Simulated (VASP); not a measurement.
# InP (F-43m) in VASP: notebook

Runs on InP. Level: PBE. Tasks: single point.

Everything below comes from runs of VASP 6.6.1. Logs are shortened: lines on timing, memory, paths and dates and some standing lists are left out, and cuts for length are marked.

**The experiment to reproduce.**

A printed reference work, data compilation reports, for a bulk crystal of InP at 1.6 K: band gap 1.4236 eV (direct).

The runs below are set against these values where they give the same quantity.

## (1) The structure

Symmetry: F-43m, No. 216, cubic system. Conventional cell: a = 5.861 Å, b = 5.861 Å, c = 5.861 Å, α = 90.00°, β = 90.00°, γ = 90.00°. Around In (site symmetry -43m) lie 4 P at 2.54 Å. Around P (site symmetry -43m) lie 4 In at 2.54 Å.

## (2) Single point, PBE

File INCAR:

```
SYSTEM = InP
PREC = Accurate
ENCUT = 520
EDIFF = 1E-7
ISMEAR = 0
SIGMA = 0.02
LREAL = .False.
LASPH = .True.
NELM = 80
ALGO = Fast
ISIF = 2
LWAVE = .False.
LCHARG = .False.
GGA = PE
```

File KPOINTS:

```
Automatic mesh
0
Gamma
  4 4 4
  0 0 0
```

File POSCAR:

```
InP
1.0
    0.0000000000      2.9305000000      2.9305000000
    2.9305000000      0.0000000000      2.9305000000
    2.9305000000      2.9305000000      0.0000000000
In P
1 1
Direct
    0.0000000000      0.0000000000      0.0000000000
    0.2500000000      0.2500000000      0.2500000000
```

Potentials or basis: VASP PAW PBE potentials, release 64 (In_d, P).

Command:

```console
$ cat potpaw_PBE.64/In_d/POTCAR potpaw_PBE.64/P/POTCAR > POTCAR
$ mpirun -np 1 vasp_std > vasp.out
```

OUTCAR:

```text
SYSTEM = InP
   PREC = Accurate
   ENCUT = 520
   EDIFF = 1E-7
   ISMEAR = 0
   LREAL = .False.
   LASPH = .True.
   NELM = 80
   ISIF = 2
   GGA = PE

 ion  position               nearest neighbor table
   1  0.000  0.000  0.000-   2 2.54   2 2.54   2 2.54   2 2.54
   2  0.250  0.250  0.250-   1 2.54   1 2.54   1 2.54   1 2.54

  LATTYP: Found a face centered cubic cell.
 ALAT       =     5.8610000000

  Lattice vectors:

 A1 = (   0.0000000000,   2.9305000000,   2.9305000000)
 A2 = (   2.9305000000,   0.0000000000,   2.9305000000)
 A3 = (   2.9305000000,   2.9305000000,   0.0000000000)

Analysis of symmetry for initial positions (statically):
=====================================================================
 Subroutine PRICEL returns:
 Original cell was already a primitive cell.

 Routine SETGRP: Setting up the symmetry group for a
 face centered cubic supercell.

 Subroutine GETGRP returns: Found 24 space group operations
 (whereof 24 operations were pure point group operations)
 out of a pool of 48 trial point group operations.

The static configuration has the point symmetry T_d .

Analysis of symmetry for dynamics (positions and initial velocities):
=====================================================================
 Subroutine PRICEL returns:
 Original cell was already a primitive cell.

 Routine SETGRP: Setting up the symmetry group for a
 face centered cubic supercell.

 Subroutine GETGRP returns: Found 24 space group operations
 (whereof 24 operations were pure point group operations)
 out of a pool of 48 trial point group operations.

The dynamic configuration has the point symmetry T_d .

 Subroutine INISYM returns: Found 24 space group operations
 (whereof 24 operations are pure point group operations),
 and found     1 'primitive' translations

----------------------------------------------------------------------------------------

                                     Primitive cell

  volume of cell :      50.3333

  direct lattice vectors                    reciprocal lattice vectors
     0.000000000  2.930500000  2.930500000    -0.170619348  0.170619348  0.170619348
     2.930500000  0.000000000  2.930500000     0.170619348 -0.170619348  0.170619348
     2.930500000  2.930500000  0.000000000     0.170619348  0.170619348 -0.170619348

  length of vectors
     4.144352845  4.144352845  4.144352845     0.295521380  0.295521380  0.295521380

  position of ions in fractional coordinates (direct lattice)
     0.000000000  0.000000000  0.000000000
     0.250000000  0.250000000  0.250000000

  ion indices of the primitive-cell ions
   primitive index   ion index
                 1           1
[... 70 lines left out ...]
   EFERMI =   0.00;   METHOD = LEGACY
   ISMEAR =     0;   SIGMA  =   0.02  broadening in eV -4-tet -1-fermi 0-gaus
   EFERMI_NEDOS =   21; number of points for ismear=-14 and -15
   IALGO  =     68    algorithm
   IMIX   =      4    mixing-type and parameters
     AMIX     =   0.40;   BMIX     =  1.00
     AMIX_MAG =   1.60;   BMIX_MAG =  1.00
  volume/ion in A,a.u.               =      25.17       169.83
  Fermi-wavevector in a.u.,A,eV,Ry     =   1.162021  2.195901 18.371846  1.350293
  Thomas-Fermi vector in A             =   2.298587
   LORBIT       =      0    0 simple, 1 ext, 2 COOP (PROOUT), +10 PAW based schemes
   GGA     = PE    functional components
   LHFCALC =     F    Hartree Fock is set to
   AEXX    =    0.0000 exact exchange contribution
   IVDW    =     0    specifies the selected vdW correction
   LEPSILON=     F    determine dielectric tensor
   LRPA    =     F    only Hartree local field effects (RPA)
 non-spin polarized calculation
 RMM-DIIS sequential band-by-band and
 Gauss-broadening in eV      SIGMA  =   0.02
  energy-cutoff  :      520.00
  volume of cell :       50.33
 maximum number of plane-waves:      1380
 NGX is ok and might be reduce to    32
   NGX = 15   NGY = 15   NGZ = 15

 number of electron      18.0000005 magnetization

 Free energy of the ion-electron system (eV)
  ---------------------------------------------------
  ext. energy  EPLUGINS =         0.00000000
  ---------------------------------------------------
  free energy    TOTEN  =        -8.27209542 eV

  energy without entropy =       -8.27209542  energy(sigma->0) =       -8.27209542

 E-fermi :   5.3767     XC(G=0):  -9.2627

 val. band max:        5.2338669624   @ k =   0.0000   0.0000   0.0000
 cond. band min:       5.9325298205   @ k =   0.0000   0.0000   0.0000
 fundamental gap:      0.6986628581
 Fermi energy:         5.3767188855

 k-point     1 :       0.0000    0.0000    0.0000
  band No.  band energies     occupation
      1      -9.0001      2.00000
      2      -9.0001      2.00000
      3      -9.0001      2.00000
      4      -8.8502      2.00000
      5      -8.8502      2.00000
      6      -6.2888      2.00000
      7       5.2339      2.00000
      8       5.2339      2.00000
      9       5.2339      2.00000
     10       5.9325      0.00000
     11       9.2944      0.00000
     12       9.2944      0.00000
     13       9.2944      0.00000
[... 98 lines left out ...]
  band No.  band energies     occupation
      1      -9.1486      2.00000
      2      -8.9404      2.00000
      3      -8.9046      2.00000
      4      -8.8703      2.00000
      5      -8.8351      2.00000
      6      -3.8223      2.00000
      7      -0.3902      2.00000
      8       2.2700      2.00000
      9       2.3078      2.00000
     10       9.5092      0.00000
     11       9.6007      0.00000
     12      10.7768      0.00000
     13      11.4320      0.00000

------------------------ aborting loop because EDIFF is reached ----------------------------------------

  FORCE on cell =-STRESS in cart. coord.  units (eV):
  Direction    XX          YY          ZZ          XY          YZ          ZX
  --------------------------------------------------------------------------------------
  -------------------------------------------------------------------------------------
  Total        1.0931793      1.0931793      1.0931793     -0.0000000      0.0000000     -0.0000000
  in kB       34.7974019     34.7974019     34.7974019     -0.0000000      0.0000000     -0.0000000
  external PRESSURE =      34.7974019 kB  Pullay stress =       0.0000000 kB

 VOLUME and BASIS-vectors are now :
 -----------------------------------------------------------------------------
  energy-cutoff  :      520.00
  volume of cell :       50.33
      direct lattice vectors                 reciprocal lattice vectors
     0.000000000  2.930500000  2.930500000    -0.170619348  0.170619348  0.170619348
     2.930500000  0.000000000  2.930500000     0.170619348 -0.170619348  0.170619348
     2.930500000  2.930500000  0.000000000     0.170619348  0.170619348 -0.170619348

 POSITION                                       TOTAL-FORCE (eV/Angst)
 -----------------------------------------------------------------------------------
      0.00000      0.00000      0.00000        -0.000000     -0.000000      0.000000
      1.46525      1.46525      1.46525         0.000000      0.000000     -0.000000
 -----------------------------------------------------------------------------------
    total drift:                               -0.000000     -0.000000     -0.000000

  FREE ENERGIE OF THE ION-ELECTRON SYSTEM (eV)
  ---------------------------------------------------
  free  energy   TOTEN  =        -8.2720954174 eV

  energy  without entropy=       -8.2720954174  energy(sigma->0) =       -8.27209542
```

stdout:

```text
POSCAR found type information on POSCAR InP
 POSCAR found :  2 types and       2 ions
 scaLAPACK will be used
 LDA part: xc-table for (Slater+PW92), standard interpolation
 POSCAR, INCAR and KPOINTS ok, starting setup
 FFT: planning ... GRIDC
 FFT: planning ... GRID_SOFT
 FFT: planning ... GRID
 WAVECAR not read
 entering main loop
```

It took 9.3 s on 1 thread of Intel Xeon Platinum 8488C (Sapphire Rapids), shared host; peak memory 0.17 GiB.

Results:

- Free energy: -8.2721 eV
- Pressure: 3.5 GPa
- Band gap on the k mesh: 0.70 eV, direct

Levels at points of the mesh, in eV from the valence-band top:
```tsv
k point	band 7	band 8	band 9	band 10	band 11	band 12
(0.00, 0.00, 0.00)	0.00	0.00	0.00	0.70	4.06	4.06
(0.50, 0.00, 0.00)	-5.75	-0.98	-0.98	1.48	4.78	4.78
(0.50, 0.50, 0.00)	-5.77	-2.33	-2.33	1.74	2.25	9.22
```

Caveat: the k mesh is coarse (spacing up to 0.46 Å⁻¹), so the values aren't converged; spin-orbit coupling is left out, which moves the levels of the heavy elements.

## (3) Single point, PBE

INCAR is that of step 2.

KPOINTS is that of step 2.

POSCAR is that of step 2.

Potentials or basis: VASP PAW PBE potentials, release 64 (In_d, P).

Command:

```console
$ cat potpaw_PBE.64/In_d/POTCAR potpaw_PBE.64/P/POTCAR > POTCAR
$ mpirun -np 1 vasp_std > vasp.out
```

Wall time 8.7 s (1 thread of Intel Xeon Platinum 8488C (Sapphire Rapids), shared host); peak memory 0.17 GiB.

Results (log left out):

```yaml
Free_energy: -8.2721 eV
Pressure: 3.5 GPa
Band_gap_on_the_k_mesh: 0.70 eV, direct
```

Levels at points of the mesh, in eV from the valence-band top:
| k point | band 5 | band 6 | band 7 | band 8 | band 9 | band 10 | band 11 | band 12 | band 13 |
| --- | --- | --- | --- | --- | --- | --- | --- | --- | --- |
| (0.00, 0.00, 0.00) | -14.08 | -11.52 | 0.00 | 0.00 | 0.00 | 0.70 | 4.06 | 4.06 | 4.06 |
| (0.50, 0.00, 0.00) | -14.07 | -9.79 | -5.75 | -0.98 | -0.98 | 1.48 | 4.78 | 4.78 | 7.09 |
| (0.50, 0.50, 0.00) | -14.05 | -9.14 | -5.77 | -2.33 | -2.33 | 1.74 | 2.25 | 9.22 | 9.58 |

Caveat: the k mesh is coarse (spacing up to 0.46 Å⁻¹), so the values aren't converged; spin-orbit coupling is left out, which moves the levels of the heavy elements. A hybrid or GW would open this gap; PBE tends to underestimate it.

## (4) Single point, PBE

INCAR is that of step 3.

File KPOINTS:

```
Automatic mesh
0
Gamma
  6 6 6
  0 0 0
```

POSCAR is that of step 3.

Command:

```console
$ cat potpaw_PBE.64/In_d/POTCAR potpaw_PBE.64/P/POTCAR > POTCAR
$ mpirun -np 1 vasp_std > vasp.out
```

Run time: 12 s. Hardware: 1 thread of Intel Xeon Platinum 8488C (Sapphire Rapids), shared host; peak memory 0.17 GiB.

The run converged. Its results:

```
Free energy            : -8.3701 eV
Pressure               : 3.3 GPa
Band gap on the k mesh : 0.71 eV, direct
```

Levels at points of the mesh, in eV from the valence-band top:
| k point | band 5 | band 6 | band 7 | band 8 | band 9 | band 10 | band 11 | band 12 | band 13 |
| --- | --- | --- | --- | --- | --- | --- | --- | --- | --- |
| (0.00, 0.00, 0.00) | -14.04 | -11.52 | 0.00 | 0.00 | 0.00 | 0.71 | 4.09 | 4.09 | 4.09 |
| (0.50, 0.00, 0.00) | -14.03 | -9.79 | -5.73 | -0.97 | -0.97 | 1.50 | 4.81 | 4.81 | 7.10 |
| (0.50, 0.50, 0.00) | -14.01 | -9.14 | -5.75 | -2.32 | -2.32 | 1.76 | 2.26 | 9.22 | 9.59 |

Caveat: spin-orbit coupling is left out, which moves the levels of the heavy elements.

## (5) Single point, PBE

INCAR is that of step 4.

File KPOINTS:

```
Automatic mesh
0
Gamma
  8 8 8
  0 0 0
```

POSCAR is that of step 4.

Command:

```console
$ cat potpaw_PBE.64/In_d/POTCAR potpaw_PBE.64/P/POTCAR > POTCAR
$ mpirun -np 1 vasp_std > vasp.out
```

It took 19 s on 1 thread of Intel Xeon Platinum 8488C (Sapphire Rapids), shared host; peak memory 0.18 GiB.

Results (log left out):

```yaml
Free_energy: -8.3808 eV
Pressure: 3.3 GPa
Band_gap_on_the_k_mesh: 0.71 eV, direct
```

Levels at points of the mesh, in eV from the valence-band top:
| k point | band 6 | band 7 | band 8 | band 9 | band 10 | band 11 | band 12 | band 13 |
| --- | --- | --- | --- | --- | --- | --- | --- | --- |
| (0.00, 0.00, 0.00) | -11.52 | 0.00 | 0.00 | 0.00 | 0.71 | 4.09 | 4.09 | 4.09 |
| (0.50, 0.00, 0.00) | -9.79 | -5.73 | -0.97 | -0.97 | 1.50 | 4.81 | 4.81 | 7.10 |
| (0.50, 0.50, 0.00) | -9.14 | -5.75 | -2.32 | -2.32 | 1.76 | 2.27 | 9.21 | 9.60 |

Caveat: spin-orbit coupling is left out, which moves the levels of the heavy elements.

## (6) Single point, PBE

INCAR is that of step 5.

File KPOINTS:

```
Automatic mesh
0
Gamma
  10 10 10
  0 0 0
```

POSCAR is that of step 5.

Potentials or basis: VASP PAW PBE potentials, release 64 (In_d, P).

Command:

```console
$ cat potpaw_PBE.64/In_d/POTCAR potpaw_PBE.64/P/POTCAR > POTCAR
$ mpirun -np 1 vasp_std > vasp.out
```

Run time: 36 s. Hardware: 1 thread of Intel Xeon Platinum 8488C (Sapphire Rapids), shared host; peak memory 0.19 GiB.

The run converged. Its results:

* Free energy: -8.3825 eV
* Pressure: 3.3 GPa
* Band gap on the k mesh: 0.71 eV, direct

Levels at points of the mesh, in eV from the valence-band top:
| k point | band 5 | band 6 | band 7 | band 8 | band 9 | band 10 | band 11 | band 12 | band 13 |
| --- | --- | --- | --- | --- | --- | --- | --- | --- | --- |
| (0.00, 0.00, 0.00) | -14.03 | -11.52 | 0.00 | 0.00 | 0.00 | 0.71 | 4.09 | 4.09 | 4.09 |
| (0.50, 0.00, 0.00) | -14.02 | -9.79 | -5.73 | -0.97 | -0.97 | 1.50 | 4.81 | 4.81 | 7.10 |
| (0.50, 0.50, 0.00) | -14.00 | -9.14 | -5.75 | -2.32 | -2.32 | 1.76 | 2.27 | 9.21 | 9.60 |

Caveat: spin-orbit coupling is left out, which moves the levels of the heavy elements.

## (7) Summary

| k mesh | mesh quality | gap on the mesh (eV) | pressure (GPa) |
| --- | --- | --- | --- |
| 4 × 4 × 4 | coarse | 0.70 | 3.5 |
| 6 × 6 × 6 | not flagged | 0.71 | 3.3 |
| 8 × 8 × 8 | not flagged | 0.71 | 3.3 |
| 10 × 10 × 10 | not flagged | 0.71 | 3.3 |

Alike in all rows: task single point; level PBE; potentials or basis VASP PAW PBE potentials, release 64 (In_d, P); no spin polarisation; cell as given; cutoff (eV) 520; smearing gaussian 0.02 eV.

Caveats: some runs use coarse meshes; spin-orbit coupling is left out, which moves the levels of the heavy elements.

Total energies depend on the potentials used, so only differences within one code and one set of settings carry meaning.

## (8) How close it comes

Step 4. A measured gap of InP is 1.4236 eV (direct; 1.6 K; a printed reference work, data compilation); the calculated 0.71 eV misses it by -0.71 eV. Spin-orbit coupling on In is left out. The value is that of PBE, without temperature or zero-point motion. Semilocal functionals fall short of measured gaps as a rule.

Step 5. Against the measured gap of InP, 1.4236 eV (direct; 1.6 K; a printed reference work, data compilation), the calculated 0.71 eV is off by -0.71 eV. Spin-orbit coupling on In is left out. The value is that of PBE, without temperature or zero-point motion. Semilocal functionals fall short of measured gaps as a rule.

Step 6. Against the measured gap of InP, 1.4236 eV (direct; 1.6 K; a printed reference work, data compilation), the calculated 0.71 eV is off by -0.71 eV. Spin-orbit coupling on In is left out. The value is that of PBE, without temperature or zero-point motion. Semilocal functionals fall short of measured gaps as a rule.
